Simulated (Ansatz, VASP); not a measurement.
This is a calculation of Ta for VASP 6.6.1.

File INCAR:

```
PREC = Accurate
ENCUT = 520
EDIFF = 1E-6
ISMEAR = -1
SIGMA = 0.05
LREAL = F
LASPH = T
NELM = 60
ALGO = Normal
ISIF = 2
LWAVE = F
LCHARG = F
GGA = PS
NBANDS = 18
```

Contents of KPOINTS:

```
Automatic mesh
0
Gamma
  11 11 5
```

The input POSCAR:

```
Ta
1.0
    2.9003720726      0.0000000000      0.0000000000
   -1.4501860363      2.5117958953      0.0000000000
    0.0000000000      0.0000000000      5.1662740000
Ta
2
Direct
    0.3333333333      0.6666666667      0.2500000000
    0.6666666667      0.3333333333      0.7500000000
```

Potentials or basis: VASP PAW PBE potentials, release 64 (Ta_pv).

Launch:

```bash
$ cat potpaw_PBE.64/Ta_pv/POTCAR > POTCAR
$ mpirun -np 1 vasp_std > vasp.out
```

**Question.** Translate it to Ansatz 0.2.0. Potentials there: Ansatz PAW.

**Answer.** As run (the cutoff follows the program's own potentials):

File input.yaml:

```yaml
crystal:
  lattice:
    - [2.9003720726, 0.0, 0.0]
    - [-1.4501860363, 2.5117958953, 0.0]
    - [0.0, 0.0, 5.166274]
  atoms:
    - { symbol: Ta, position: [0.3333333333, 0.6666666667, 0.25] }
    - { symbol: Ta, position: [0.6666666667, 0.3333333333, 0.75] }
hamiltonian:
  xc: pbesol
  pseudopotentials: { kind: paw }
kpoints:
  mp_grid: { grid: [11, 11, 5] }
scf:
  occupations: { method: fermi_dirac, width: 0.05 }
output:
  forces: true
  stress: true
  eigenvalues: true
```

Potentials or basis: Ansatz PAW.

Run with:

```sh
$ ansatz run input.yaml --threads 1 --pin off --max-ram 3584MiB --backend cpu --events-out ev --progress --plain --runs-dir out
```

Both were run:

|  | VASP | Ansatz | Ansatz less VASP |
| --- | --- | --- | --- |
| gap on the k mesh at the Fermi level (eV) | none | none | - |
| pressure (GPa) | -7.3 | -7.3 | -0.06 |
| largest component of the traceless stress (GPa) | 1.27 | 1.27 | -0.001 |

A gap of «none» marks a metal or a gap that the smearing closes. The functional is the same, so the differences come from potentials, cutoffs and numerics. The two sets of potentials don't hold the same shells in valence.

Caveats: the PAW data sets were made with another functional, which shifts forces and pressure a little (VASP); the PAW data sets come from PBE, with cores solved anew for the run's functional, which leaves a small shift of forces and pressure (Ansatz). The runs have no spin-orbit coupling, so splittings on Ta are missing.
